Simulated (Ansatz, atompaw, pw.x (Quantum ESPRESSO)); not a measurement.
Mg (Z = 12) (fcc): variants of one PAW (atompaw) potential in the solid

magnesium (Mg), PAW, made with atompaw 4.2.0.5 (PBE, scalar-relativistic). Core [He] 2s2, reference 2p6 3s1 3p1. Waves: 3s (bound): rc 2.00 bohr; 3s channel at 2.3 Ry: rc 2.00 bohr; 2p (bound): rc 1.00 bohr; 3p (bound): rc 2.00 bohr; 3d channel at 0.2 Ry: rc 2.00 bohr. Local part: troulliermartins scheme with l = 3 at 0 Ry, radius 1.60 bohr. Core correction: smooth core density matched at 1.75 bohr. Augmentation charge: sinc compensation charge, radius 1.70 bohr; PAW radius 2.00 bohr; waves and projectors: custom rrkj gramschmidtortho.

Crystal test: fcc Mg in pw.x 7.5, no spin, 13³ k-points, Fermi–Dirac smearing 0.01 Ry, cutoffs set for each file from its atomic test. The reference is all-electron LAPW (Ansatz 0.2.0) with the same functional, mesh and smearing; V0 and B0 come from Birch–Murnaghan fits to the pressures at five volumes. Errors are pseudo minus all-electron; Δ is the rms difference of the E(V) curves that follow from these fits, minima aligned, over ±6 % about the mean V0. Mesh and smearing are coarse, so the numbers serve the comparison and aren't converged zero-temperature values; the lattice is a test structure that the element need not adopt.

All-electron: a0 = 4.524 Å (V0 = 23.15 Å³/atom), B0 = 35.0 GPa.

1 further variants are left out: they gave no file fit for a test, a broken result, the same result as the base, or pressures whose basis-set error rivals the error shown.

| change | cutoffs (Ry) | pw.x | a0 (Å) | a0 error (%) | B0 error (%) | Δ (meV/atom) | mean pressure error (GPa) |
| --- | --- | --- | --- | --- | --- | --- | --- |
| base | 170/900 | converged | 4.524 | -0.01 | +0.5 | 0.1 | -0.01 |
| augmentation sinc compensation charge, radius 0.84 bohr; PAW radius 2.00 bohr; waves and projectors: custom rrkj gramschmidtortho | 170/900 | converged | 4.524 | -0.02 | -0.6 | 0.1 | -0.02 |
| core correction smooth core density matched at 1.82 bohr | 170/900 | converged | 4.524 | -0.02 | +0.4 | 0.1 | -0.02 |

(1) Give the row for: wave 2p (bound): rc 1.00 bohr becomes 2p (bound): rc 1.38 bohr.

Results:

(1) pw.x: converged; mean pressure error (GPa): +0.09; a0 (Å): 4.528; a0 error (%): +0.09; B0 error (%): +0.3; Δ (meV/atom): 0.5.
